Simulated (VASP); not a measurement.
# Ca (Im-3m) in VASP: a series of runs, part 2 of 2

VASP 6.6.1. Earlier steps stand in the parts before.

## (3) Band structure, r2SCANh

File POSCAR:

```
Ca
1.0
   -2.2400000000      2.2400000000      2.2400000000
    2.2400000000     -2.2400000000      2.2400000000
    2.2400000000      2.2400000000     -2.2400000000
Ca
1
Direct
    0.0000000000      0.0000000000      0.0000000000
```

File INCAR.step1:

```
  ALGO = Normal
  EDIFF = 1E-5
  ENCUT = 520
  GGA = PE
  ISIF = 2
  ISMEAR = -1
  LASPH = True
  LCHARG = False
  LREAL = False
  LWAVE = True
  NELM = 60
  PREC = Accurate
  SIGMA = 0.02
```

File INCAR.step2:

```
  AEXX = 0.1
  ALGO = Normal
  EDIFF = 1E-7
  ENCUT = 520
  ISIF = 2
  ISMEAR = -1
  ISTART = 1
  LASPH = True
  LCHARG = False
  LHFCALC = True
  LMIXTAU = True
  LREAL = False
  LWAVE = False
  METAGGA = R2SCAN
  NELM = 60
  PREC = Accurate
  PRECFOCK = Fast
  SIGMA = 0.02
```

File KPOINTS:

```
k-points
0
Gamma
  4 4 4
```

File KPOINTS_OPT:

```
path GHNGPH,PN
12
line-mode
reciprocal
 0.0000000000  0.0000000000  0.0000000000  G
 0.5000000000 -0.5000000000  0.5000000000  H

 0.5000000000 -0.5000000000  0.5000000000  H
 0.0000000000  0.0000000000  0.5000000000  N

 0.0000000000  0.0000000000  0.5000000000  N
 0.0000000000  0.0000000000  0.0000000000  G

 0.0000000000  0.0000000000  0.0000000000  G
 0.2500000000  0.2500000000  0.2500000000  P

 0.2500000000  0.2500000000  0.2500000000  P
 0.5000000000 -0.5000000000  0.5000000000  H

 0.2500000000  0.2500000000  0.2500000000  P
 0.0000000000  0.0000000000  0.5000000000  N
```

Potentials or basis: VASP PAW PBE potentials, release 64 (Ca_sv).

Started as:

```sh
cat potpaw_PBE.64/Ca_sv/POTCAR > POTCAR
cp INCAR.step1 INCAR
mpirun -np 1 vasp_std > vasp.out
cp INCAR.step2 INCAR
mpirun -np 1 vasp_std > vasp.out
```

OUTCAR:

```text
AEXX = 0.1
   EDIFF = 1E-7
   ENCUT = 520
   ISIF = 2
   ISMEAR = -1
   ISTART = 1
   LASPH = True
   LHFCALC = True
   LREAL = False
   METAGGA = R2SCAN
   NELM = 60
   PREC = Accurate
   PRECFOCK = Fast

 ion  position               nearest neighbor table
   1  0.000  0.000  0.000-

  LATTYP: Found a body centered cubic cell.
 ALAT       =     4.4800000000

  Lattice vectors:

 A1 = (  -2.2400000000,   2.2400000000,   2.2400000000)
[... 265 lines left out ...]
      6       2.2737      0.00000
      7       5.9309      0.00000
      8       5.9309      0.00000
      9       5.9309      0.00000

------------------------ aborting loop because EDIFF is reached ----------------------------------------

  FORCE on cell =-STRESS in cart. coord.  units (eV):
  Direction    XX          YY          ZZ          XY          YZ          ZX
  --------------------------------------------------------------------------------------
  -------------------------------------------------------------------------------------
  Total       -0.0515914     -0.0515914     -0.0515914      0.0000000      0.0000000     -0.0000000
  in kB       -1.8385841     -1.8385841     -1.8385841      0.0000000      0.0000000     -0.0000000
  external PRESSURE =      -1.8385841 kB  Pullay stress =       0.0000000 kB

 VOLUME and BASIS-vectors are now :
 -----------------------------------------------------------------------------
  energy-cutoff  :      520.00
  volume of cell :       44.96
      direct lattice vectors                 reciprocal lattice vectors
    -2.240000000  2.240000000  2.240000000     0.000000000  0.223214286  0.223214286
     2.240000000 -2.240000000  2.240000000     0.223214286  0.000000000  0.223214286
     2.240000000  2.240000000 -2.240000000     0.223214286  0.223214286  0.000000000

 POSITION                                       TOTAL-FORCE (eV/Angst)
 -----------------------------------------------------------------------------------
      0.00000      0.00000      0.00000         0.000000     -0.000000      0.000000
 -----------------------------------------------------------------------------------
    total drift:                                0.000000     -0.000000     -0.000000

  FREE ENERGIE OF THE ION-ELECTRON SYSTEM (eV)
  ---------------------------------------------------
  free  energy   TOTEN  =        -6.4673938488 eV

  energy  without entropy=       -6.4631761785  energy(sigma->0) =       -6.46528501
```

OUTCAR.step1:

```text
EDIFF = 1E-5
   ENCUT = 520
   GGA = PE
   ISIF = 2
   ISMEAR = -1
   LASPH = True
[... 293 lines left out ...]

 POSITION                                       TOTAL-FORCE (eV/Angst)
 -----------------------------------------------------------------------------------
      0.00000      0.00000      0.00000         0.000000      0.000000      0.000000
 -----------------------------------------------------------------------------------
    total drift:                               -0.000000     -0.000000      0.000000

  FREE ENERGIE OF THE ION-ELECTRON SYSTEM (eV)
  ---------------------------------------------------
  free  energy   TOTEN  =        -1.8800269624 eV

  energy  without entropy=       -1.8693221738  energy(sigma->0) =       -1.87467457
```

Wall time 9.4 min (1 thread of Intel Xeon Platinum 8488C (Sapphire Rapids), shared host); peak memory 0.18 GiB.

Results:

| Quantity | Value |
| --- | --- |
| Free energy | -6.4674 eV |
| Pressure | -0.2 GPa |

Levels at the corners of the path, in eV from the Fermi level:
```tsv
point	band 3	band 4	band 5	band 6	band 7	band 8
Γ	-24.92	-24.92	-4.60	3.07	3.07	3.07
H	-25.01	-25.01	0.52	0.52	4.18	4.18
H	-25.01	-25.01	0.52	0.52	4.18	4.18
N	-24.96	-24.92	-0.90	-0.33	2.03	4.02
N	-24.96	-24.92	-0.90	-0.33	2.03	4.02
Γ	-24.92	-24.92	-4.60	3.07	3.07	3.07
Γ	-24.92	-24.92	-4.60	3.07	3.07	3.07
P	-24.98	-24.98	0.66	0.66	0.66	4.09
P	-24.98	-24.98	0.66	0.66	0.66	4.09
H	-25.01	-25.01	0.52	0.52	4.18	4.18
P	-24.98	-24.98	0.66	0.66	0.66	4.09
N	-24.96	-24.92	-0.90	-0.33	2.03	4.02
```

Caveat: the k mesh is coarse (spacing up to 0.50 Å⁻¹), so the values aren't converged, least of all with exact exchange; an unscreened hybrid on a path of extra k points without a Coulomb cutoff has errors near the mesh points, so the bands along the path aren't reliable; the PAW data sets were made with another functional, which shifts forces and pressure a little.

## (4) Band structure, PBE0+D3(BJ) (volume scaled by 0.96)

File POSCAR:

```
Ca
1.0
   -2.2097260186      2.2097260186      2.2097260186
    2.2097260186     -2.2097260186      2.2097260186
    2.2097260186      2.2097260186     -2.2097260186
Ca
1
Direct
    0.0000000000      0.0000000000      0.0000000000
```

File INCAR.step1:

```
PREC = Accurate ; ENCUT = 500
EDIFF = 1E-5 ; ISMEAR = 1
SIGMA = 0.5 ; LREAL = F
LASPH = T ; NELM = 60
ALGO = Normal ; ISIF = 2
LWAVE = T ; LCHARG = F
NBANDS = 16 ; GGA = PE
```

File INCAR.step2:

```
PREC = Accurate ; ENCUT = 500
EDIFF = 1E-8 ; ISMEAR = 1
SIGMA = 0.5 ; LREAL = F
LASPH = T ; NELM = 60
ALGO = Normal ; ISIF = 2
LWAVE = F ; LCHARG = F
GGA = PE ; LHFCALC = T
AEXX = 0.25 ; PRECFOCK = Fast
IVDW = 12 ; NBANDS = 16
ISTART = 1
```

File KPOINTS:

```
Automatic mesh
0
Gamma
  4 4 4
```

KPOINTS_OPT, as its differences from that of step 3:

```diff
@@ -1,3 +1,3 @@
 path GHNGPH,PN
-12
+8
 line-mode
```

Potentials or basis: VASP PAW PBE potentials, release 64 (Ca_pv).

Started as:

```sh
cat potpaw_PBE.64/Ca_pv/POTCAR > POTCAR
cp INCAR.step1 INCAR
mpirun -np 1 vasp_std > vasp.out
cp INCAR.step2 INCAR
mpirun -np 1 vasp_std > vasp.out
```

Run time: 18 min. Hardware: 1 thread of Intel Xeon Platinum 8488C (Sapphire Rapids), shared host; peak memory 0.18 GiB.

The run converged, but some of its settings lie outside the range that counts as converged, so its numbers aren't taken as properties of the crystal.

What came out:

```
Free energy                : -2.0856 eV
Pressure                   : -0.4 GPa
Dispersion energy per atom : -0.259 eV
```

Caveat: the k mesh is coarse (spacing up to 0.50 Å⁻¹), so the values aren't converged, least of all with exact exchange; an unscreened hybrid on a path of extra k points without a Coulomb cutoff has errors near the mesh points, so the bands along the path aren't reliable; the PAW data sets were made with another functional, which shifts forces and pressure a little; pairwise dispersion overbinds metals, which lowers pressure and volume.

## (5) The reference run

An earlier run on the cell as given: functional PBE; potentials or basis VASP PAW PBE potentials, release 64 (Ca_sv); cutoff 520 eV; k mesh 8 × 8 × 8; occupations fermi-dirac, width 0.05 eV; no spin polarisation.

* Pressure: -1.0 GPa
* Band gap on the k mesh: none (metal or under the smearing width)

## (6) Overview

```tsv
task	level	potentials or basis	cell	k mesh	smearing	grid for exact exchange (PRECFOCK)	exchange at q = 0	mesh quality	pressure (GPa)
band structure	B3LYP+D3	VASP PAW PBE potentials, release 54 (Ca_sv)	cell strained at random at fixed volume	4 × 4 × 4	methfessel-paxton 0.2 eV	Fast	default	coarse	-0.4
band structure	r2SCANh	VASP PAW PBE potentials, release 64 (Ca_sv)	as given	4 × 4 × 4	fermi-dirac 0.02 eV	Fast	default	coarse	-0.2
single point	PBE	VASP PAW PBE potentials, release 64 (Ca_sv)	as given	8 × 8 × 8	fermi-dirac 0.05 eV	-	-	not flagged	-1.0
```

Alike in all rows: no spin polarisation; cutoff (eV) 520.

Caveats: some runs use coarse meshes; an unscreened hybrid on a path of extra k points without a Coulomb cutoff has errors near the mesh points, so the bands along the path aren't reliable (some runs); the PAW data sets were made with another functional, which shifts forces and pressure a little (some runs); pairwise dispersion overbinds metals, which lowers pressure and volume (some runs).

Absolute energies hang on the potentials; compare differences alone.
